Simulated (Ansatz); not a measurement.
The system is Mg.

```
Mg
1.0
     3.20930    0.00000    0.00000
    -1.60465    2.77934    0.00000
     0.00000    0.00000    5.21030
Mg
2
Direct
  0.66667 0.33333 0.75000
  0.33333 0.66667 0.25000
```

* Program: Ansatz 0.2.0
* Task: relaxation of cell and atoms
* Functional: BLYP
* Potentials or basis: Ansatz PAW
* Cutoff: 420 eV (not typed: the program's choice for these potentials)
* k mesh: 10 × 10 × 5
* Occupations: fermi-dirac, width 0.05 eV
* Spin: no spin polarisation

At the start: volume 23.24 Å³/atom.

Task: How do energy, volume and symmetry change on relaxing?

Result: It ends after 5 steps and the volume is 23.55 Å³/atom (+1.3 %); space group P6_3/mmc (No. 194, to 0.05 Å).

The path:
| step | energy change (eV) | largest force (eV/Å) | volume (Å³) |
| --- | --- | --- | --- |
| 1 | 0.0000 | 0.0000 | 46.47 |
| 2 | -0.0046 | 0.0000 | 46.90 |
| 3 | -0.0070 | 0.0000 | 47.16 |
| 4 | -0.0072 | 0.0000 | 47.10 |
| 5 | -0.0072 | 0.0000 | 47.10 |

Final structure:
```cif
data_structure
_symmetry_space_group_name_H-M 'P 1'
_symmetry_Int_Tables_number 1
_cell_length_a 3.1805
_cell_length_b 3.1805
_cell_length_c 5.3761
_cell_angle_alpha 90.000
_cell_angle_beta 90.000
_cell_angle_gamma 120.000
_cell_volume 47.10
loop_
_atom_site_label
_atom_site_type_symbol
_atom_site_fract_x
_atom_site_fract_y
_atom_site_fract_z
_atom_site_occupancy
Mg1 Mg 0.66667 0.33333 0.75000 1
Mg2 Mg 0.33333 0.66667 0.25000 1
```

Caveat: the plane-wave basis is chosen anew once the cell has moved, so the energies of steps on either side of that aren't comparable; the PAW data sets come from PBE, with cores solved anew for the run's functional, which leaves a small shift of forces and pressure.
